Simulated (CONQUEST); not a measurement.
PbS, 12 atoms in the cell. The typed cell holds 12 atoms: a = 4.225 Å, b = 7.318 Å, c = 10.356 Å, α = 90.00°, β = 90.00°, γ = 90.00°. The cell is a database's computed one. The cell isn't the ideal one: atoms moved at random, drawn with an rms of 0.05 Å.

* Program: CONQUEST 1.3
* Task: density of states
* Functional: SOGGA
* Potentials or basis: PseudoDojo NC PBEsol, SZP, grid cutoff 80 Ha
* k mesh: 5 × 3 × 2
* Occupations: fermi-dirac, width 0.05 eV
* Spin: no spin polarisation
* Solver: diagonalisation
* SCF tolerance: 1e-06

Potentials or basis: PseudoDojo NC PBEsol, SZP, grid cutoff 80 Ha.

The run is started by

```sh
$ Conquest
$ PostProcessCQ   # after the lines are added to Conquest_input
```

Hardware: 1 thread of Intel(R) Xeon(R) Platinum 8488C (Sapphire Rapids), with other jobs on the host.

Estimate the wall time of this run.

Run time: 25 s on 1 thread of Intel(R) Xeon(R) Platinum 8488C (Sapphire Rapids) (shared host), peak memory 0.61 GiB. Counts: scf iterations 7, k points 16, basis 138.
